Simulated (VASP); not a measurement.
# Gd (Im-3m) in VASP: settings compared, part 9 of 10

VASP 6.6.1. Earlier steps stand in the parts before.

## 93. Equation of state, PBE, collinear spin, ferromagnetic start, 34.21 Å³/atom

INCAR

```
SYSTEM = Gd
ADDGRID = .False. ; ALGO = Normal
EDIFF = 1E-6 ; ENCUT = 450
GGA = PE ; ISIF = 2
ISMEAR = 0 ; ISPIN = 2
LASPH = .True. ; LCHARG = .False.
LMAXMIX = 6 ; LORBIT = 11
LREAL = .False. ; LWAVE = .False.
MAGMOM = 7 ; NELM = 100
PREC = Accurate ; SIGMA = 0.1
```

KPOINTS

```
k-points
0
Gamma
  10 10 10
  0 0 0
```

POSCAR

```
Gd
1.0
   -2.0450508090      2.0450508090      2.0450508090
    2.0450508090     -2.0450508090      2.0450508090
    2.0450508090      2.0450508090     -2.0450508090
Gd
1
Direct
    0.0000000000      0.0000000000      0.0000000000
```

Potentials or basis: VASP PAW PBE potentials, release 64 (Gd).

Run with:

```console
cat potpaw_PBE.64/Gd/POTCAR > POTCAR
mpirun -np 1 vasp_std > vasp.out
```

Wall time 53 s (1 thread of Intel Xeon Platinum 8559C (Emerald Rapids), shared host); peak memory 0.2 GiB.

The run converged, but some of its settings lie outside the range that counts as converged, so its numbers aren't taken as properties of the crystal.

What came out:

```
Free energy                                           : -11.6094 eV
Pressure                                              : -1.9 GPa
Band gap on the k mesh                                : none (metal or under the smearing width)
Net moment                                            : 7.67 μB per cell
Site moments                                          : Gd +7.02 μB
Valence electrons inside the program's atomic spheres : Gd 15.18
```

Caveat: spin-orbit coupling is left out, which moves the levels of the heavy elements.

## 94. Equation of state, PBE, collinear spin, ferromagnetic start, 32.22 Å³/atom

Edit INCAR of step 93 so:

```diff
@@ -9,2 +9,2 @@
 MAGMOM = 7 ; NELM = 100
-PREC = Accurate ; SIGMA = 0.1
+PREC = Accurate ; SIGMA = 0.05
```

KPOINTS is that of step 93.

POSCAR

```
Gd
1.0
   -2.0045440560      2.0045440560      2.0045440560
    2.0045440560     -2.0045440560      2.0045440560
    2.0045440560      2.0045440560     -2.0045440560
Gd
1
Direct
    0.0000000000      0.0000000000      0.0000000000
```

Run with:

```console
cat potpaw_PBE.64/Gd/POTCAR > POTCAR
mpirun -np 1 vasp_std > vasp.out
```

Wall time 42 s (1 thread of Intel Xeon Platinum 8559C (Emerald Rapids), shared host); peak memory 0.18 GiB.

The run converged, but some of its settings lie outside the range that counts as converged, so its numbers aren't taken as properties of the crystal.

What came out:

| Item | Value |
| --- | --- |
| Free energy | -11.6065 eV |
| Pressure | 0.7 GPa |
| Band gap on the k mesh | none (metal or under the smearing width) |
| Net moment | 7.68 μB per cell |
| Site moments | Gd +7.03 μB |
| Valence electrons inside the program's atomic spheres | Gd 15.21 |

Caveat: spin-orbit coupling is left out, which moves the levels of the heavy elements.

## 95. Equation of state, PBE, collinear spin, ferromagnetic start, 34.21 Å³/atom

INCAR is that of step 94.

KPOINTS is that of step 94.

POSCAR

```
Gd
1.0
   -2.0450508090      2.0450508090      2.0450508090
    2.0450508090     -2.0450508090      2.0450508090
    2.0450508090      2.0450508090     -2.0450508090
Gd
1
Direct
    0.0000000000      0.0000000000      0.0000000000
```

Run with:

```console
cat potpaw_PBE.64/Gd/POTCAR > POTCAR
mpirun -np 1 vasp_std > vasp.out
```

It took 59 s on 1 thread of Intel Xeon Platinum 8559C (Emerald Rapids), shared host; peak memory 0.2 GiB.

These settings aren't checked as converged: the numbers below hold their error.

Results:

| Quantity | Value |
| --- | --- |
| Free energy | -11.6052 eV |
| Pressure | -1.4 GPa |
| Band gap on the k mesh | none (metal or under the smearing width) |
| Net moment | 7.69 μB per cell |
| Site moments | Gd +7.03 μB |
| Valence electrons inside the program's atomic spheres | Gd 15.18 |

Caveat: spin-orbit coupling is left out, which moves the levels of the heavy elements.

## 96. Equation of state, PBE, collinear spin, ferromagnetic start, 32.22 Å³/atom

Edit INCAR of step 95 so:

```diff
@@ -9,2 +9,2 @@
 MAGMOM = 7 ; NELM = 100
-PREC = Accurate ; SIGMA = 0.05
+PREC = Accurate ; SIGMA = 0.02
```

KPOINTS is that of step 95.

POSCAR

```
Gd
1.0
   -2.0045440560      2.0045440560      2.0045440560
    2.0045440560     -2.0045440560      2.0045440560
    2.0045440560      2.0045440560     -2.0045440560
Gd
1
Direct
    0.0000000000      0.0000000000      0.0000000000
```

Potentials or basis: VASP PAW PBE potentials, release 64 (Gd).

Run with:

```console
cat potpaw_PBE.64/Gd/POTCAR > POTCAR
mpirun -np 1 vasp_std > vasp.out
```

Run time: 52 s. Hardware: 1 thread of Intel Xeon Platinum 8559C (Emerald Rapids), shared host; peak memory 0.18 GiB.

The run converged, but some of its settings lie outside the range that counts as converged, so its numbers aren't taken as properties of the crystal.

What came out:

- Free energy: -11.6051 eV
- Pressure: 0.5 GPa
- Band gap on the k mesh: none (metal or under the smearing width)
- Net moment: 7.71 μB per cell
- Site moments: Gd +7.05 μB
- Valence electrons inside the program's atomic spheres: Gd 15.21

Caveat: spin-orbit coupling is left out, which moves the levels of the heavy elements.

## 97. Equation of state, PBE, collinear spin, ferromagnetic start, 34.21 Å³/atom

INCAR is that of step 96.

KPOINTS is that of step 96.

POSCAR

```
Gd
1.0
   -2.0450508090      2.0450508090      2.0450508090
    2.0450508090     -2.0450508090      2.0450508090
    2.0450508090      2.0450508090     -2.0450508090
Gd
1
Direct
    0.0000000000      0.0000000000      0.0000000000
```

Run with:

```console
cat potpaw_PBE.64/Gd/POTCAR > POTCAR
mpirun -np 1 vasp_std > vasp.out
```

It took 61 s on 1 thread of Intel Xeon Platinum 8559C (Emerald Rapids), shared host; peak memory 0.2 GiB.

These settings aren't checked as converged: the numbers below hold their error.

Results:

```
Free energy                                           : -11.6040 eV
Pressure                                              : -1.5 GPa
Band gap on the k mesh                                : none (metal or under the smearing width)
Net moment                                            : 7.72 μB per cell
Site moments                                          : Gd +7.04 μB
Valence electrons inside the program's atomic spheres : Gd 15.18
```

Caveat: spin-orbit coupling is left out, which moves the levels of the heavy elements.

## 98. Equation of state, PBE, collinear spin, ferromagnetic start, 32.22 Å³/atom

INCAR

```
SYSTEM = Gd
ADDGRID = .False. ; ALGO = Normal
EDIFF = 1E-6 ; ENCUT = 450
GGA = PE ; ISIF = 2
ISMEAR = -5 ; ISPIN = 2
LASPH = .True. ; LCHARG = .False.
LMAXMIX = 6 ; LORBIT = 11
LREAL = .False. ; LWAVE = .False.
MAGMOM = 7 ; NELM = 100
PREC = Accurate ; SIGMA = 0.2
```

KPOINTS is that of step 97.

POSCAR

```
Gd
1.0
   -2.0045440560      2.0045440560      2.0045440560
    2.0045440560     -2.0045440560      2.0045440560
    2.0045440560      2.0045440560     -2.0045440560
Gd
1
Direct
    0.0000000000      0.0000000000      0.0000000000
```

Run with:

```console
cat potpaw_PBE.64/Gd/POTCAR > POTCAR
mpirun -np 1 vasp_std > vasp.out
```

Wall time 40 s (1 thread of Intel Xeon Platinum 8559C (Emerald Rapids), shared host); peak memory 0.18 GiB.

The run converged, but some of its settings lie outside the range that counts as converged, so its numbers aren't taken as properties of the crystal.

What came out:

| Item | Value |
| --- | --- |
| Free energy | -11.6048 eV |
| Pressure | 1.7 GPa |
| Band gap on the k mesh | none (metal or under the smearing width) |
| Net moment | 7.64 μB per cell |
| Site moments | Gd +7.02 μB |
| Valence electrons inside the program's atomic spheres | Gd 15.21 |

Caveat: spin-orbit coupling is left out, which moves the levels of the heavy elements; tetrahedron occupations give inexact forces and stress in metals.

## 99. Equation of state, PBE, collinear spin, ferromagnetic start, 34.21 Å³/atom

INCAR is that of step 98.

KPOINTS is that of step 98.

POSCAR

```
Gd
1.0
   -2.0450508090      2.0450508090      2.0450508090
    2.0450508090     -2.0450508090      2.0450508090
    2.0450508090      2.0450508090     -2.0450508090
Gd
1
Direct
    0.0000000000      0.0000000000      0.0000000000
```

Potentials or basis: VASP PAW PBE potentials, release 64 (Gd).

Run with:

```console
cat potpaw_PBE.64/Gd/POTCAR > POTCAR
mpirun -np 1 vasp_std > vasp.out
```

Run time: 75 s. Hardware: 1 thread of Intel Xeon Platinum 8559C (Emerald Rapids), shared host; peak memory 0.21 GiB.

The run converged, but some of its settings lie outside the range that counts as converged, so its numbers aren't taken as properties of the crystal.

Results:

| Property | Result |
| --- | --- |
| Free energy | -11.6047 eV |
| Pressure | -1.6 GPa |
| Band gap on the k mesh | none (metal or under the smearing width) |
| Net moment | 7.66 μB per cell |
| Site moments | Gd +7.01 μB |
| Valence electrons inside the program's atomic spheres | Gd 15.18 |

Caveat: spin-orbit coupling is left out, which moves the levels of the heavy elements; tetrahedron occupations give inexact forces and stress in metals.

## 100. Equation of state, PBE, collinear spin, ferromagnetic start, 32.22 Å³/atom

Edit INCAR of step 99 so:

```diff
@@ -4,3 +4,3 @@
 GGA = PE ; ISIF = 2
-ISMEAR = -5 ; ISPIN = 2
+ISMEAR = 1 ; ISPIN = 2
 LASPH = .True. ; LCHARG = .False.
```

KPOINTS is that of step 99.

POSCAR

```
Gd
1.0
   -2.0045440560      2.0045440560      2.0045440560
    2.0045440560     -2.0045440560      2.0045440560
    2.0045440560      2.0045440560     -2.0045440560
Gd
1
Direct
    0.0000000000      0.0000000000      0.0000000000
```

Run with:

```console
cat potpaw_PBE.64/Gd/POTCAR > POTCAR
mpirun -np 1 vasp_std > vasp.out
```

It took 40 s on 1 thread of Intel Xeon Platinum 8559C (Emerald Rapids), shared host; peak memory 0.17 GiB.

The run converged, but some of its settings lie outside the range that counts as converged, so its numbers aren't taken as properties of the crystal.

Results:

| Quantity | Value |
| --- | --- |
| Free energy | -11.6028 eV |
| Pressure | 0.2 GPa |
| Band gap on the k mesh | none (metal or under the smearing width) |
| Net moment | 7.69 μB per cell |
| Site moments | Gd +7.05 μB |
| Valence electrons inside the program's atomic spheres | Gd 15.20 |

Caveat: spin-orbit coupling is left out, which moves the levels of the heavy elements.

## 101. Equation of state, PBE, collinear spin, ferromagnetic start, 34.21 Å³/atom

INCAR is that of step 100.

KPOINTS is that of step 100.

POSCAR

```
Gd
1.0
   -2.0450508090      2.0450508090      2.0450508090
    2.0450508090     -2.0450508090      2.0450508090
    2.0450508090      2.0450508090     -2.0450508090
Gd
1
Direct
    0.0000000000      0.0000000000      0.0000000000
```

Run with:

```console
cat potpaw_PBE.64/Gd/POTCAR > POTCAR
mpirun -np 1 vasp_std > vasp.out
```

Wall time 57 s (1 thread of Intel Xeon Platinum 8559C (Emerald Rapids), shared host); peak memory 0.19 GiB.

These settings aren't checked as converged: the numbers below hold their error.

Results:

```
Free energy                                           : -11.5975 eV
Pressure                                              : -1.9 GPa
Band gap on the k mesh                                : none (metal or under the smearing width)
Net moment                                            : 7.69 μB per cell
Site moments                                          : Gd +7.04 μB
Valence electrons inside the program's atomic spheres : Gd 15.17
```

Caveat: spin-orbit coupling is left out, which moves the levels of the heavy elements.

## 102. Equation of state, PBE, collinear spin, ferromagnetic start, 32.22 Å³/atom

Edit INCAR of step 101 so:

```diff
@@ -4,3 +4,3 @@
 GGA = PE ; ISIF = 2
-ISMEAR = 1 ; ISPIN = 2
+ISMEAR = -1 ; ISPIN = 2
 LASPH = .True. ; LCHARG = .False.
```

KPOINTS is that of step 101.

POSCAR

```
Gd
1.0
   -2.0045440560      2.0045440560      2.0045440560
    2.0045440560     -2.0045440560      2.0045440560
    2.0045440560      2.0045440560     -2.0045440560
Gd
1
Direct
    0.0000000000      0.0000000000      0.0000000000
```

Potentials or basis: VASP PAW PBE potentials, release 64 (Gd).

Run with:

```console
cat potpaw_PBE.64/Gd/POTCAR > POTCAR
mpirun -np 1 vasp_std > vasp.out
```

Run time: 35 s. Hardware: 1 thread of Intel Xeon Platinum 8559C (Emerald Rapids), shared host; peak memory 0.17 GiB.

The run converged, but some of its settings lie outside the range that counts as converged, so its numbers aren't taken as properties of the crystal.

Results:

```yaml
Free_energy: -11.7567 eV
Pressure: 1.9 GPa
Band_gap_on_the_k_mesh: none (metal or under the smearing width)
Net_moment: 7.48 μB per cell
Site_moments: Gd +6.91 μB
Valence_electrons_inside_the_program's_atomic_spheres: Gd 15.24
```

Caveat: spin-orbit coupling is left out, which moves the levels of the heavy elements.

## 103. Equation of state, PBE, collinear spin, ferromagnetic start, 34.21 Å³/atom

INCAR is that of step 102.

KPOINTS is that of step 102.

POSCAR

```
Gd
1.0
   -2.0450508090      2.0450508090      2.0450508090
    2.0450508090     -2.0450508090      2.0450508090
    2.0450508090      2.0450508090     -2.0450508090
Gd
1
Direct
    0.0000000000      0.0000000000      0.0000000000
```

Run with:

```console
cat potpaw_PBE.64/Gd/POTCAR > POTCAR
mpirun -np 1 vasp_std > vasp.out
```

Wall time 57 s (1 thread of Intel Xeon Platinum 8559C (Emerald Rapids), shared host); peak memory 0.2 GiB.

These settings aren't checked as converged: the numbers below hold their error.

What came out:

```
Free energy                                           : -11.7737 eV
Pressure                                              : -0.1 GPa
Band gap on the k mesh                                : none (metal or under the smearing width)
Net moment                                            : 7.50 μB per cell
Site moments                                          : Gd +6.90 μB
Valence electrons inside the program's atomic spheres : Gd 15.22
```

Caveat: spin-orbit coupling is left out, which moves the levels of the heavy elements.

## 104. Equation of state, PBE, collinear spin, ferromagnetic start, 32.22 Å³/atom

Edit INCAR of step 103 so:

```diff
@@ -4,3 +4,3 @@
 GGA = PE ; ISIF = 2
-ISMEAR = -1 ; ISPIN = 2
+ISMEAR = 0 ; ISPIN = 2
 LASPH = .True. ; LCHARG = .False.
```

KPOINTS

```
k-points
0
Gamma
  11 11 11
  0 0 0
```

POSCAR

```
Gd
1.0
   -2.0045440560      2.0045440560      2.0045440560
    2.0045440560     -2.0045440560      2.0045440560
    2.0045440560      2.0045440560     -2.0045440560
Gd
1
Direct
    0.0000000000      0.0000000000      0.0000000000
```

Run with:

```console
cat potpaw_PBE.64/Gd/POTCAR > POTCAR
mpirun -np 1 vasp_std > vasp.out
```

Run time: 46 s. Hardware: 1 thread of Intel Xeon Platinum 8559C (Emerald Rapids), shared host; peak memory 0.18 GiB.

The run converged, but some of its settings lie outside the range that counts as converged, so its numbers aren't taken as properties of the crystal.

Results:

```
Free energy                                           : -11.6227 eV
Pressure                                              : 0.7 GPa
Band gap on the k mesh                                : none (metal or under the smearing width)
Net moment                                            : 7.62 μB per cell
Site moments                                          : Gd +7.00 μB
Valence electrons inside the program's atomic spheres : Gd 15.21
```

Caveat: spin-orbit coupling is left out, which moves the levels of the heavy elements.

## 105. Equation of state, PBE, collinear spin, ferromagnetic start, 34.21 Å³/atom

INCAR is that of step 104.

KPOINTS is that of step 104.

POSCAR

```
Gd
1.0
   -2.0450508090      2.0450508090      2.0450508090
    2.0450508090     -2.0450508090      2.0450508090
    2.0450508090      2.0450508090     -2.0450508090
Gd
1
Direct
    0.0000000000      0.0000000000      0.0000000000
```

Potentials or basis: VASP PAW PBE potentials, release 64 (Gd).

Run with:

```console
cat potpaw_PBE.64/Gd/POTCAR > POTCAR
mpirun -np 1 vasp_std > vasp.out
```

Wall time 61 s (1 thread of Intel Xeon Platinum 8559C (Emerald Rapids), shared host); peak memory 0.21 GiB.

These settings aren't checked as converged: the numbers below hold their error.

Results:

- Free energy: -11.6255 eV
- Pressure: -1.3 GPa
- Band gap on the k mesh: none (metal or under the smearing width)
- Net moment: 7.64 μB per cell
- Site moments: Gd +6.99 μB
- Valence electrons inside the program's atomic spheres: Gd 15.19

Caveat: spin-orbit coupling is left out, which moves the levels of the heavy elements.

## 106. Equation of state, PBE, collinear spin, ferromagnetic start, 32.22 Å³/atom

Edit INCAR of step 105 so:

```diff
@@ -2,3 +2,3 @@
 ADDGRID = .False. ; ALGO = Normal
-EDIFF = 1E-6 ; ENCUT = 450
+EDIFF = 1E-6 ; ENCUT = 550
 GGA = PE ; ISIF = 2
```

KPOINTS

```
k-points
0
Gamma
  10 10 10
  0 0 0
```

POSCAR

```
Gd
1.0
   -2.0045440560      2.0045440560      2.0045440560
    2.0045440560     -2.0045440560      2.0045440560
    2.0045440560      2.0045440560     -2.0045440560
Gd
1
Direct
    0.0000000000      0.0000000000      0.0000000000
```

Run with:

```console
cat potpaw_PBE.64/Gd/POTCAR > POTCAR
mpirun -np 1 vasp_std > vasp.out
```

It took 81 s on 1 thread of Intel Xeon Platinum 8559C (Emerald Rapids), shared host; peak memory 0.21 GiB.

These settings aren't checked as converged: the numbers below hold their error.

Results:

```
Free energy                                           : -11.6299 eV
Pressure                                              : 1.3 GPa
Band gap on the k mesh                                : none (metal or under the smearing width)
Net moment                                            : 7.62 μB per cell
Site moments                                          : Gd +7.00 μB
Valence electrons inside the program's atomic spheres : Gd 15.21
```

Caveat: spin-orbit coupling is left out, which moves the levels of the heavy elements.

## 107. Equation of state, PBE, collinear spin, ferromagnetic start, 34.21 Å³/atom

INCAR is that of step 106.

KPOINTS is that of step 106.

POSCAR

```
Gd
1.0
   -2.0450508090      2.0450508090      2.0450508090
    2.0450508090     -2.0450508090      2.0450508090
    2.0450508090      2.0450508090     -2.0450508090
Gd
1
Direct
    0.0000000000      0.0000000000      0.0000000000
```

Run with:

```console
cat potpaw_PBE.64/Gd/POTCAR > POTCAR
mpirun -np 1 vasp_std > vasp.out
```

Wall time 57 s (1 thread of Intel Xeon Platinum 8559C (Emerald Rapids), shared host); peak memory 0.21 GiB.

These settings aren't checked as converged: the numbers below hold their error.

What came out:

- Free energy: -11.6318 eV
- Pressure: -1.6 GPa
- Band gap on the k mesh: none (metal or under the smearing width)
- Net moment: 7.63 μB per cell
- Site moments: Gd +7.00 μB
- Valence electrons inside the program's atomic spheres: Gd 15.19

Caveat: spin-orbit coupling is left out, which moves the levels of the heavy elements.

## 108. Equation of state, PBE, collinear spin, ferromagnetic start, 32.22 Å³/atom

Edit INCAR of step 107 so:

```diff
@@ -9,2 +9,2 @@
 MAGMOM = 7 ; NELM = 100
-PREC = Accurate ; SIGMA = 0.2
+PREC = Low ; SIGMA = 0.2
```

KPOINTS is that of step 107.

POSCAR

```
Gd
1.0
   -2.0045440560      2.0045440560      2.0045440560
    2.0045440560     -2.0045440560      2.0045440560
    2.0045440560      2.0045440560     -2.0045440560
Gd
1
Direct
    0.0000000000      0.0000000000      0.0000000000
```

Potentials or basis: VASP PAW PBE potentials, release 64 (Gd).

Run with:

```console
cat potpaw_PBE.64/Gd/POTCAR > POTCAR
mpirun -np 1 vasp_std > vasp.out
```

Run time: 45 s. Hardware: 1 thread of Intel Xeon Platinum 8559C (Emerald Rapids), shared host; peak memory 0.16 GiB.

The run converged, but some of its settings lie outside the range that counts as converged, so its numbers aren't taken as properties of the crystal.

Results:

| Property | Result |
| --- | --- |
| Free energy | -11.6315 eV |
| Pressure | -1.6 GPa |
| Band gap on the k mesh | none (metal or under the smearing width) |
| Net moment | 7.62 μB per cell |
| Site moments | Gd +7.01 μB |
| Valence electrons inside the program's atomic spheres | Gd 15.21 |

Caveat: spin-orbit coupling is left out, which moves the levels of the heavy elements.

(Continued in part 10 of 10.)
